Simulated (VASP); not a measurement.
# C (Fd-3m) in VASP: settings compared

The runs below take C through relaxation of cell and atoms, with vdW-DF-cx, optPBE-vdW, optB88-vdW, rev-vdW-DF2, optB86b-vdW.

Everything below comes from runs of VASP 6.6.1. Logs are shortened: lines on timing, memory, paths and dates and some standing lists are left out, and cuts for length are marked.

## Step 1: The structure

Symmetry: Fd-3m, No. 227, cubic system. The conventional cell has a = 3.567 Å, b = 3.567 Å, c = 3.567 Å, α = 90.00°, β = 90.00°, γ = 90.00°. C (site symmetry -43m) is surrounded by 4 C at 1.54 Å.

This isn't the form of C at room conditions, which is graphite.

## Step 2: Relaxation of cell and atoms, vdW-DF-cx

File INCAR:

```
AGGAC    = 0.0          
ALGO     = Normal         # electronic algorithm
EDIFF    = 1E-6           # SCF threshold, eV
EDIFFG   = -0.005         # ionic threshold
ENCUT    = 600            # plane-wave cutoff, eV
GGA      = CX             # functional
IBRION   = 2              # ionic algorithm
ISIF     = 3              # what is computed and relaxed
ISMEAR   = -1             # smearing method
LASPH    = T              # aspherical terms in the spheres
LCHARG   = F              # write CHGCAR
LREAL    = F              # projectors in reciprocal space
LUSE_VDW = T            
LWAVE    = F              # write WAVECAR
NELM     = 80             # most SCF steps
NSW      = 60             # ionic steps
PREC     = Accurate       # precision mode
SIGMA    = 0.05           # smearing width, eV
```

File KPOINTS:

```
k-points
0
Gamma
  13 13 13
```

File POSCAR:

```
C
1.0
    0.0000000000      1.7833700000      1.7833700000
    1.7833700000      0.0000000000      1.7833700000
    1.7833700000      1.7833700000      0.0000000000
C
2
Direct
    0.7500000000      0.7500000000      0.7500000000
    0.5000000000      0.5000000000      0.5000000000
```

Potentials or basis: VASP PAW PBE potentials, release 64 (C).

The run is started by

```bash
> cat potpaw_PBE.64/C/POTCAR > POTCAR
> mpirun -np 1 vasp_std > vasp.out
```

OUTCAR:

```text
EDIFF = 1E-6
   EDIFFG = -0.005
   ENCUT = 600
   GGA = CX
   IBRION = 2
   ISIF = 3
   ISMEAR = -1
   LASPH = T
   LREAL = F
   NELM = 80
   NSW = 60
   PREC = Accurate

 ion  position               nearest neighbor table
   1  0.750  0.750  0.750-   2 1.54   2 1.54   2 1.54   2 1.54
   2  0.500  0.500  0.500-   1 1.54   1 1.54   1 1.54   1 1.54

  LATTYP: Found a face centered cubic cell.
 ALAT       =     3.5667400000

  Lattice vectors:

 A1 = (   0.0000000000,   1.7833700000,   1.7833700000)
 A2 = (   1.7833700000,   0.0000000000,   1.7833700000)
 A3 = (   1.7833700000,   1.7833700000,   0.0000000000)

Analysis of symmetry for initial positions (statically):
=====================================================================
 Subroutine PRICEL returns:
 Original cell was already a primitive cell.

 Routine SETGRP: Setting up the symmetry group for a
 face centered cubic supercell.

 Subroutine GETGRP returns: Found 48 space group operations
 (whereof 24 operations were pure point group operations)
 out of a pool of 48 trial point group operations.

The static configuration has the point symmetry T_d .
 The point group associated with its full space group is O_h .

Analysis of symmetry for dynamics (positions and initial velocities):
=====================================================================
 Subroutine PRICEL returns:
 Original cell was already a primitive cell.

 Routine SETGRP: Setting up the symmetry group for a
 face centered cubic supercell.

 Subroutine GETGRP returns: Found 48 space group operations
 (whereof 24 operations were pure point group operations)
 out of a pool of 48 trial point group operations.

The dynamic configuration has the point symmetry T_d .
 The point group associated with its full space group is O_h .

 Subroutine INISYM returns: Found 48 space group operations
 (whereof 24 operations are pure point group operations),
 and found     1 'primitive' translations

----------------------------------------------------------------------------------------

                                     Primitive cell

  volume of cell :      11.3437

  direct lattice vectors                    reciprocal lattice vectors
     0.000000000  1.783370000  1.783370000    -0.280368067  0.280368067  0.280368067
     1.783370000  0.000000000  1.783370000     0.280368067 -0.280368067  0.280368067
     1.783370000  1.783370000  0.000000000     0.280368067  0.280368067 -0.280368067

  length of vectors
     2.522066041  2.522066041  2.522066041     0.485611737  0.485611737  0.485611737

  position of ions in fractional coordinates (direct lattice)
     0.750000000  0.750000000  0.750000000
     0.500000000  0.500000000  0.500000000

  ion indices of the primitive-cell ions
   primitive index   ion index
                 1           1
                 2           2

----------------------------------------------------------------------------------------

 KPOINTS: k-points

Automatic generation of k-mesh.
 Grid dimensions read from file:
 generate k-points for:   13   13   13

 Generating k-lattice:

  Cartesian coordinates                     Fractional coordinates (reciprocal lattice)
    -0.021566774  0.021566774  0.021566774     0.076923077  0.000000000  0.000000000
     0.021566774 -0.021566774  0.021566774     0.000000000  0.076923077  0.000000000
     0.021566774  0.021566774 -0.021566774     0.000000000  0.000000000  0.076923077

  Length of vectors
     0.037354749  0.037354749  0.037354749

  Shift w.r.t. Gamma in fractional coordinates (k-lattice)
     0.000000000  0.000000000  0.000000000

 Subroutine IBZKPT returns following result:
 ===========================================

 Found     84 irreducible k-points:

 Following reciprocal coordinates:
            Coordinates               Weight
  0.000000  0.000000  0.000000      1.000000
  0.076923  0.000000  0.000000      8.000000
  0.153846  0.000000  0.000000      8.000000
  0.230769  0.000000  0.000000      8.000000
  0.307692  0.000000  0.000000      8.000000
  0.384615  0.000000  0.000000      8.000000
[... 42 lines left out ...]
 -0.461538  0.461538  0.000000     12.000000
  0.230769  0.153846  0.076923     24.000000
 [... further k-points ...]
   k-points           NKPTS =     84   k-points in BZ     NKDIM =     84   number of bands    NBANDS=      8
   number of dos      NEDOS =    301   number of ions     NIONS =      2
   total plane-waves  NPLWV =   8000
   dimension x,y,z NGX =    20 NGY =   20 NGZ =   20
   dimension x,y,z NGXF=    40 NGYF=   40 NGZF=   40
   ions per type =               2
   NGX,Y,Z   is equivalent  to a cutoff of  13.18, 13.18, 13.18 a.u.
   NGXF,Y,Z  is equivalent  to a cutoff of  26.37, 26.37, 26.37 a.u.
 SYSTEM =  unknown system
   PREC   = accura    normal or accurate (medium, high low for compatibility)
   ISTART =      0    job   : 0-new  1-cont  2-samecut
   ICHARG =      2    charge: 1-file 2-atom 10-const
   ISPIN  =      1    spin polarized calculation?
   LNONCOLLINEAR =      F non collinear calculations
   LSORBIT =      F    spin-orbit coupling
   LASPH  =      T    aspherical Exc in radial PAW
   ENCUT  =  600.0 eV  44.10 Ry    6.64 a.u.   5.04  5.04  5.04*2*pi/ulx,y,z
   NELM   =     80;   NELMIN=  2; NELMDL= -5     # of ELM steps
   EDIFF  = 0.1E-05   stopping-criterion for ELM
   LREAL  =      F    real-space projection
   EDIFFG = -.5E-02   stopping-criterion for IOM
   NSW    =     60    number of steps for IOM
   IBRION =      2    ionic relax: 0-MD 1-quasi-New 2-CG
   NFREE  =      1    steps in history (QN), initial steepest desc. (CG)
   ISIF   =      3    stress and relaxation
   ISYM   =      2    0-nonsym 1-usesym 2-fastsym
   POTIM  = 0.5000    time-step for ionic-motion
   TEBEG  =    0.0;   TEEND  =   0.0 temperature during run
   PSTRESS=    0.0 pullay stress
   NELECT =       8.0000    total number of electrons
   NUPDOWN=      -1.0000    fix difference up-down
   EMIN   =  10.00;   EMAX   =-10.00  energy-range for DOS
   EFERMI =   0.00;   METHOD = LEGACY
   ISMEAR =    -1;   SIGMA  =   0.05  broadening in eV -4-tet -1-fermi 0-gaus
   EFERMI_NEDOS =   21; number of points for ismear=-14 and -15
   IALGO  =     38    algorithm
   IMIX   =      4    mixing-type and parameters
     AMIX     =   0.40;   BMIX     =  1.00
     AMIX_MAG =   1.60;   BMIX_MAG =  1.00
  volume/ion in A,a.u.               =       5.67        38.28
  Fermi-wavevector in a.u.,A,eV,Ry     =   1.457203  2.753714 28.891161  2.123440
  Thomas-Fermi vector in A             =   2.574032
   LORBIT       =      0    0 simple, 1 ext, 2 COOP (PROOUT), +10 PAW based schemes
   GGA     = CX    functional components
   LHFCALC =     F    Hartree Fock is set to
   AEXX    =    0.0000 exact exchange contribution
   IVDW_NL    =     1    kernel type
   BPARAM     = 6.3000
   IVDW    =     0    specifies the selected vdW correction
   LEPSILON=     F    determine dielectric tensor
   LRPA    =     F    only Hartree local field effects (RPA)
 conjugate gradient relaxation of ions
 non-spin polarized calculation
  energy-cutoff  :      600.00
  volume of cell :       11.34
 maximum number of plane-waves:       388
   NGX =  9   NGY =  9   NGZ =  9

 number of electron       7.9999999 magnetization

 Free energy of the ion-electron system (eV)
  ---------------------------------------------------
  ext. energy  EPLUGINS =         0.00000000
  ---------------------------------------------------
  free energy    TOTEN  =       -16.34327975 eV

  energy without entropy =      -16.34327975  energy(sigma->0) =      -16.34327975

 E-fermi :  10.6800     XC(G=0): -13.3327

 val. band max:        9.7253995719   @ k =   0.0000   0.0000   0.0000
 cond. band min:      13.8261458861   @ k =   0.3846   0.3846   0.0000
 fundamental gap:      4.1007463142
 Fermi energy:        10.6800232139

 k-point     1 :       0.0000    0.0000    0.0000
  band No.  band energies     occupation
      1     -11.7558      2.00000
      2       9.7254      2.00000
      3       9.7254      2.00000
      4       9.7254      2.00000
      5      15.3115      0.00000
      6      15.3115      0.00000
      7      15.3115      0.00000
      8      23.1038      0.00000

 k-point     2 :       0.0769    0.0000    0.0000
  band No.  band energies     occupation
      1     -11.5920      2.00000
      2       8.6595      2.00000
      3       9.4463      2.00000
      4       9.4463      2.00000
      5      15.6770      0.00000
      6      15.6770      0.00000
      7      15.9397      0.00000
      8      23.2391      0.00000

 k-point     3 :       0.1538    0.0000    0.0000
  band No.  band energies     occupation
      1     -11.1014      2.00000
      2       6.3901      2.00000
      3       8.8173      2.00000
      4       8.8173      2.00000
      5      16.5046      0.00000
      6      16.5046      0.00000
      7      16.9663      0.00000
      8      23.6315      0.00000

 k-point     4 :       0.2308    0.0000    0.0000
  band No.  band energies     occupation
      1     -10.2905      2.00000
      2       3.7876      2.00000
      3       8.1360      2.00000
      4       8.1360      2.00000
      5      17.3391      0.00000
      6      17.3392      0.00000
      7      17.7332      0.00000
      8      24.2013      0.00000

 k-point     5 :       0.3077    0.0000    0.0000
  band No.  band energies     occupation
      1      -9.1719      2.00000
      2       1.1839      2.00000
      3       7.5606      2.00000
      4       7.5606      2.00000
      5      17.8855      0.00000
      6      17.8855      0.00000
      7      18.2012      0.00000
      8      24.7754      0.00000
[... 353 lines left out ...]
 k-point    38 :       0.3077    0.3077    0.0000
  band No.  band energies     occupation
      1      -8.3138      2.00000
      2       3.4113      2.00000
      3       4.7264      2.00000
      4       4.7264      2.00000
      5      13.9043      0.00000
      6      18.1145      0.00000
      7      23.0443      0.00000
      8      23.0443      0.00000

 k-point    39 :       0.3846    0.3077    0.0000
  band No.  band energies     occupation
      1      -7.3230      2.00000
      2       1.9511      2.00000
      3       3.9409      2.00000
      4       4.3434      2.00000
      5      14.2524      0.00000
      6      17.4751      0.00000
      7      23.8726      0.00000
      8      23.9032      0.00000

 k-point    40 :       0.4615    0.3077    0.0000
  band No.  band energies     occupation
      1      -6.0615      2.00000
      2       0.3488      2.00000
      3       2.7267      2.00000
      4       4.2359      2.00000
      5      14.9292      0.00000
      6      18.1034      0.00000
      7      24.0814      0.00000
      8      24.3180      0.00000

 [... further k-points ...]

------------------------ aborting loop because EDIFF is reached ----------------------------------------

  FORCE on cell =-STRESS in cart. coord.  units (eV):
  Direction    XX          YY          ZZ          XY          YZ          ZX
  --------------------------------------------------------------------------------------
  -------------------------------------------------------------------------------------
  Total       -0.0023037     -0.0023037     -0.0023037     -0.0000000     -0.0000000      0.0000000
  in kB       -0.3253698     -0.3253698     -0.3253698     -0.0000000     -0.0000000      0.0000000
  external PRESSURE =      -0.3253698 kB  Pullay stress =       0.0000000 kB

 VOLUME and BASIS-vectors are now :
 -----------------------------------------------------------------------------
  energy-cutoff  :      600.00
  volume of cell :       11.34
      direct lattice vectors                 reciprocal lattice vectors
     0.000000000  1.783370000  1.783370000    -0.280368067  0.280368067  0.280368067
     1.783370000  0.000000000  1.783370000     0.280368067 -0.280368067  0.280368067
     1.783370000  1.783370000  0.000000000     0.280368067  0.280368067 -0.280368067

 POSITION                                       TOTAL-FORCE (eV/Angst)
 -----------------------------------------------------------------------------------
      2.67505      2.67505      2.67505         0.000000      0.000000      0.000000
      1.78337      1.78337      1.78337        -0.000000     -0.000000     -0.000000
 -----------------------------------------------------------------------------------
    total drift:                                0.000000     -0.000000      0.000000

  FREE ENERGIE OF THE ION-ELECTRON SYSTEM (eV)
  ---------------------------------------------------
  free  energy   TOTEN  =       -16.3432797504 eV

  energy  without entropy=      -16.3432797504  energy(sigma->0) =      -16.34327975

Total vdW correction in eV:      0.6973666

 reached required accuracy - stopping structural energy minimisation
```

It took 13 s on 1 thread of Intel Xeon Platinum 8559C (Emerald Rapids), shared host; peak memory 0.22 GiB.

What came out:

```yaml
Free_energy: -16.3433 eV
Pressure_after_relaxing: 0.0 GPa
Band_gap_on_the_k_mesh: 4.10 eV, indirect (least direct gap 5.59 eV)
```

Final structure:
```
C
1.0
     0.00000    1.78337    1.78337
     1.78337    0.00000    1.78337
     1.78337    1.78337    0.00000
C
2
Direct
  0.75000 0.75000 0.75000
  0.50000 0.50000 0.50000
```

Caveat: the relaxation stopped at its first step, so nothing moved; the PAW data sets were made with another functional, which shifts forces and pressure a little; an odd mesh through Γ misses points on the zone boundary, where band edges often lie.

## Step 3: Relaxation of cell and atoms, optPBE-vdW

File INCAR:

```
PREC = Accurate
ENCUT = 600
EDIFF = 1E-6
ISMEAR = -1
SIGMA = 0.05
LREAL = F
LASPH = T
NELM = 60
ALGO = Fast
ISIF = 3
LWAVE = F
LCHARG = F
GGA = OR
LUSE_VDW = T
AGGAC = 0.0
IBRION = 2
NSW = 60
EDIFFG = -0.02
```

File KPOINTS:

```
regular mesh
0
Gamma
  13 13 13
```

POSCAR is that of step 2.

Potentials or basis: VASP PAW PBE potentials, release 64 (C).

The run is started by

```bash
> cat potpaw_PBE.64/C/POTCAR > POTCAR
> mpirun -np 1 vasp_std > vasp.out
```

OUTCAR:

```text
PREC = Accurate
   ENCUT = 600
   EDIFF = 1E-6
   ISMEAR = -1
   LREAL = F
   LASPH = T
   NELM = 60
   ISIF = 3
   GGA = OR
   IBRION = 2
   NSW = 60
   EDIFFG = -0.02

 ion  position               nearest neighbor table
   1  0.750  0.750  0.750-   2 1.54   2 1.54   2 1.54   2 1.54
   2  0.500  0.500  0.500-   1 1.54   1 1.54   1 1.54   1 1.54

  LATTYP: Found a face centered cubic cell.
 ALAT       =     3.5667400000

  Lattice vectors:

 A1 = (   0.0000000000,   1.7833700000,   1.7833700000)
 A2 = (   1.7833700000,   0.0000000000,   1.7833700000)
 A3 = (   1.7833700000,   1.7833700000,   0.0000000000)

Analysis of symmetry for initial positions (statically):
=====================================================================
 Subroutine PRICEL returns:
 Original cell was already a primitive cell.

 Routine SETGRP: Setting up the symmetry group for a
 face centered cubic supercell.

 Subroutine GETGRP returns: Found 48 space group operations
 (whereof 24 operations were pure point group operations)
 out of a pool of 48 trial point group operations.

The static configuration has the point symmetry T_d .
[... 200 lines left out ...]
  -------------------------------------------------------------------------------------
  Total        0.4148499      0.4148499      0.4148499     -0.0000000     -0.0000000      0.0000000
  in kB       58.5931980     58.5931980     58.5931980     -0.0000000     -0.0000000      0.0000000
  external PRESSURE =      58.5931980 kB  Pullay stress =       0.0000000 kB
[... 63 lines left out ...]
--------------------------------------- Ionic step        3  -------------------------------------------

 number of electron       8.0000000 magnetization

 Free energy of the ion-electron system (eV)
  ---------------------------------------------------
  ext. energy  EPLUGINS =         0.00000000
  ---------------------------------------------------
  free energy    TOTEN  =       -15.51715064 eV

  energy without entropy =      -15.51715064  energy(sigma->0) =      -15.51715064

 E-fermi :  10.4065     XC(G=0): -13.0665

 val. band max:        9.4533726692   @ k =   0.0000   0.0000   0.0000
 cond. band min:      13.7344423659   @ k =   0.3846   0.3846   0.0000
 fundamental gap:      4.2810696967
 Fermi energy:        10.4065477683

 k-point     1 :       0.0000    0.0000    0.0000
  band No.  band energies     occupation
      1     -11.7132      2.00000
      2       9.4534      2.00000
      3       9.4534      2.00000
      4       9.4534      2.00000
      5      15.0836      0.00000
      6      15.0836      0.00000
      7      15.0836      0.00000
      8      22.5284      0.00000
[... 419 lines left out ...]
 k-point    40 :       0.4615    0.3077    0.0000
  band No.  band energies     occupation
      1      -6.1111      2.00000
      2       0.1897      2.00000
      3       2.6454      2.00000
      4       4.1006      2.00000
      5      14.8272      0.00000
      6      17.9918      0.00000
      7      23.6670      0.00000
      8      23.8787      0.00000

 [... further k-points ...]

------------------------ aborting loop because EDIFF is reached ----------------------------------------

  FORCE on cell =-STRESS in cart. coord.  units (eV):
  Direction    XX          YY          ZZ          XY          YZ          ZX
  --------------------------------------------------------------------------------------
  -------------------------------------------------------------------------------------
  Total        0.0007408      0.0007408      0.0007408     -0.0000000      0.0000000      0.0000000
  in kB        0.1032198      0.1032198      0.1032198     -0.0000000      0.0000000      0.0000000
  external PRESSURE =       0.1032198 kB  Pullay stress =       0.0000000 kB
[... 21 lines left out ...]
  energy  without entropy=      -15.5171506411  energy(sigma->0) =      -15.51715064

Total vdW correction in eV:      0.7220978

 reached required accuracy - stopping structural energy minimisation
```

CONTCAR:

```text
C
   1.00000000000000
    -0.0000000000000000    1.7914687606118522    1.7914687606118522
     1.7914687606118522    0.0000000000000000    1.7914687606118522
     1.7914687606118522    1.7914687606118522    0.0000000000000000
  C
     2
Direct
     0.7500000000000000    0.7500000000000000    0.7500000000000000
     0.5000000000000000    0.5000000000000000    0.5000000000000000

  0.00000000E+00  0.00000000E+00  0.00000000E+00
  0.00000000E+00  0.00000000E+00  0.00000000E+00
```

It took 33 s on 1 thread of Intel Xeon Platinum 8559C (Emerald Rapids), shared host; peak memory 0.22 GiB.

What came out:

| Quantity | Value |
| --- | --- |
| Free energy | -15.5172 eV |
| Relaxed volume | 5.75 Å³/atom |
| Relaxed cell | a = 2.534 Å, b = 2.534 Å, c = 2.534 Å, α = 60.00°, β = 60.00°, γ = 60.00° |
| Space group after relaxing (to 0.05 Å) | Fd-3m (No. 227) |
| Energy gained by relaxing | 1.4 meV/atom |
| Ionic steps | 3 |
| Pressure after relaxing | 0.0 GPa |
| Band gap on the k mesh | 4.28 eV, indirect (least direct gap 5.63 eV) |

The path:
```csv
step,energy change (eV),largest force (eV/Å),pressure (GPa),volume (Å³)
1,0.0000,0.0000,5.86,11.34
2,0.0012,0.0000,-6.62,11.69
3,-0.0028,0.0000,0.01,11.50
```

Final structure:
```
C
1.0
     0.00000    1.79147    1.79147
     1.79147    0.00000    1.79147
     1.79147    1.79147    0.00000
C
2
Direct
  0.75000 0.75000 0.75000
  0.50000 0.50000 0.50000
```

Caveat: the PAW data sets were made with another functional, which shifts forces and pressure a little; an odd mesh through Γ misses points on the zone boundary, where band edges often lie.

[end of part 1 of 2]
